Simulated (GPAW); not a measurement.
A calculation with GPAW 26.7.0 of Hg (ASE script, structure typed inline):

run.py

```python
from ase import Atoms
from ase.dft.bandgap import bandgap
from ase.io import write
from ase.units import Bohr, GPa
from gpaw import GPAW, PW
from gpaw.elf import elf_from_dft_calculation

atoms = Atoms(['Hg', 'Hg'],
              cell=[[3.4618096384, 0.0, 0.0],
                    [-1.7309048192, 2.9980150899, 0.0],
                    [0.0, 0.0, 5.48754828]],
              scaled_positions=[[0.3333333333, 0.6666666667, 0.25],
                                [0.6666666667, 0.3333333333, 0.75]],
              pbc=True)

calc = GPAW(mode=PW(600),
            xc='PBE',
            kpts={'size': (9, 9, 5), 'gamma': True},
            occupations={'name': 'fermi-dirac', 'width': 0.05},
            nbands=21,
            convergence={'density': 1e-05, 'energy': 1e-05},
            maxiter=150,
            txt='gpaw.txt')
atoms.calc = calc
energy = atoms.get_potential_energy()
forces = atoms.get_forces()
stress = atoms.get_stress()
calc.write('gs.gpw')
write('result.traj', atoms)
print(f'Energy: {energy:.6f} eV')
print('Forces (eV/A):')
print(forces.round(4))
print('Stress (GPa):', (stress / GPa).round(3))
print('Fermi level:', round(calc.get_fermi_level(), 4), 'eV')
print(f'Gap: {bandgap(calc)[0]:.4f} eV, direct: {bandgap(calc, direct=True)[0]:.4f} eV')

# fields on the real-space grid
write('density.cube', atoms, data=calc.get_pseudo_density() * Bohr**3)
write('potential.cube', atoms, data=calc.get_electrostatic_potential())
write('elf.cube', atoms, data=elf_from_dft_calculation(calc).data)
```

Potentials or basis: GPAW PAW data sets (gpaw-data 1.2.1), pw.

Run with:

```bash
$ OMP_NUM_THREADS=1 python run.py
```

Write the same calculation in another form: native input, Cartesian positions.

As run:

The input run.py:

```python
from ase.io import read
from gpaw import PW
from gpaw.dft import DFT

atoms = read('Hg.xyz')

dft = DFT(atoms,
          mode=PW(600),
          xc='PBE',
          kpts={'size': (9, 9, 5), 'gamma': True},
          occupations={'name': 'fermi-dirac', 'width': 0.05},
          nbands=21,
          convergence={'density': 1e-05, 'energy': 1e-05},
          maxiter=150,
          txt='gpaw.txt')
print(f'Energy: {dft.calculate_energy():.6f} eV')
print('Forces (eV/A):')
print(dft.calculate_forces().round(4))
print('Stress (eV/A^3):', dft.calculate_stress().round(6))
dft.write_gpw_file('gs.gpw')
```

Hg.xyz

```xyz
2
Lattice="3.4618096384 0.0000000000 0.0000000000 -1.7309048192 2.9980150899 0.0000000000 0.0000000000 0.0000000000 5.4875482800" Properties=species:S:1:pos:R:3 pbc="T T T"
Hg    -0.0000000002      1.9986767267      1.3718870700
Hg     1.7309048194      0.9993383632      4.1156612100
```

Potentials or basis: GPAW PAW data sets (gpaw-data 1.2.1), pw.

The run is started by

```sh
$ OMP_NUM_THREADS=1 python run.py
```

Both were run:

|  | ASE script, structure typed inline | native input, Cartesian positions |
| --- | --- | --- |
| Pressure | 0.7 GPa | 0.7 GPa |
| Band gap on the k mesh | none (metal or under the smearing width) | none (metal or under the smearing width) |

Keys that steer only the numerical path or the files written may differ.
